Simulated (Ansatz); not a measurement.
KCl, CsCl type, relaxed with r2SCAN in Ansatz 0.2.0. The symmetry is Pm-3m (No. 221, cubic); conventional cell a = 3.771 Å, 26.82 Å³ an atom. K has 8 Cl at 3.27 Å; Cl has 8 K at 3.27 Å.

The axes x, y and z are those of this cell:
```
K Cl
1.0
     3.77117    0.00000    0.00000
     0.00000    3.77117    0.00000
     0.00000    0.00000    3.77117
K Cl
1 1
Direct
  0.00000 0.00000 0.00000
  0.50000 0.50000 0.50000
```

Unstrained: The PBE gap is indirect, 5.030 eV (M to Γ), below the direct gap of 5.243 eV at Γ. r2SCAN gives an indirect gap of 5.801 eV, from M to Γ; the least direct gap is 6.016 eV at Γ. HSE06 gives an indirect gap of 6.365 eV, from M to Γ; the least direct gap is 6.595 eV at Γ. Meshes: PBE 8×8×8, r2SCAN 8×8×8, HSE06 6×6×6. Strains are changes of length per length, and xy shears are angles. After each strain the atoms were relaxed again with r2SCAN within the symmetry that the strain leaves, so tilts or polar shifts that break it weren't tested; points keep the names that they have in the unstrained zone. No spin polarisation. The prototype was imposed, so other structures may be more stable.

Q: One strain changed the r2SCAN stress by xx -0.28, yy -0.28, zz -2.74 GPa (compression positive) and the gap by -0.372 eV (PBE), -0.398 eV (r2SCAN), -0.392 eV (HSE06). Which kind of strain was it, and roughly how large?

A: Uniaxial +5.73 % along z, other directions held. The pattern of the stress gives the kind; the size needs the stiffness, so it is an estimate.

Q: Estimate what epitaxial +4.44 % in the xy plane, free normal strain -0.78 % does to the gap.

A: PBE: the gap goes from 5.030 to 4.511 eV (-0.519 eV). r2SCAN: the gap goes from 5.801 to 5.249 eV (-0.552 eV). HSE06: the gap goes from 6.365 to 5.817 eV (-0.548 eV). The r2SCAN energy rises by 17.9 meV an atom.

Q: Estimate what xy shear, engineering strain (angle) -0.85 % does to the gap.

A: PBE: the gap goes from 5.030 to 5.031 eV (+0.001 eV). r2SCAN: the gap goes from 5.801 to 5.801 eV (0.000 eV). HSE06: the gap goes from 6.365 to 6.365 eV (0.000 eV). The r2SCAN energy rises by 0.0 meV an atom.

The meshes of the hybrids are coarse, so their gaps aren't converged to the digits shown.
